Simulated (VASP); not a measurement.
Write the native input for VASP 6.6.1 that does the following.

* Task: single point
* Functional: PBE
* Potentials or basis: VASP PAW PBE potentials, release 64 (Ga_d_GW, P_GW)
* Cutoff: 500 eV
* k mesh: 4 × 4 × 4
* Occupations: gaussian, width 0.02 eV
* Spin: no spin polarisation
* Further INCAR settings: ALGO = Normal; EDIFF = 1e-07; NBANDS = 26

The structure of GaP lies in POSCAR:

```
GaP
1.0
    1.9430151755      1.1218003346      6.4308101003
   -1.9430151755      1.1218003346      6.4308101003
    0.0000000000     -2.2436006692      6.4308101003
Ga P
2 2
Direct
    0.5646280000      0.5646280000      0.5646280000
    0.4353720000      0.4353720000      0.4353720000
    0.9426110000      0.9426110000      0.9426110000
    0.0573890000      0.0573890000      0.0573890000
```

Measurements of this composition are mostly on another form, of space group No. 216.

These files were run (other wordings do the same):

INCAR

```
PREC = Accurate
ENCUT = 500
EDIFF = 1E-7
ISMEAR = 0
SIGMA = 0.02
LREAL = False
LASPH = True
NELM = 100
ALGO = Normal
ISIF = 2
LWAVE = False
LCHARG = True
GGA = PE
LELF = True
LVHAR = True
NBANDS = 26
```

KPOINTS

```
regular mesh
0
Gamma
  4 4 4
```

Potentials or basis: VASP PAW PBE potentials, release 64 (Ga_d_GW, P_GW).

Command:

```console
$ cat potpaw_PBE.64/Ga_d_GW/POTCAR potpaw_PBE.64/P_GW/POTCAR > POTCAR
$ mpirun -np 1 vasp_std > vasp.out
```

Results of the run:

```json
{
  "Pressure": "0.1 GPa",
  "Largest force": "0.047 eV/Å",
  "Band gap on the k mesh": "0.82 eV, indirect (least direct gap 1.13 eV)"
}
```

Caveat: the k mesh is coarse (spacing up to 0.47 Å⁻¹), so the values aren't converged; the cutoff is under 1.25 times the usual one of these potentials, so pressure, stress and relaxed cells hold a basis-set (Pulay) error.

Run time: 110 s on 1 thread of Intel(R) Xeon(R) Platinum 8259CL CPU @ 2.50GHz (Skylake/Cascade Lake) (shared host), peak memory 0.34 GiB.
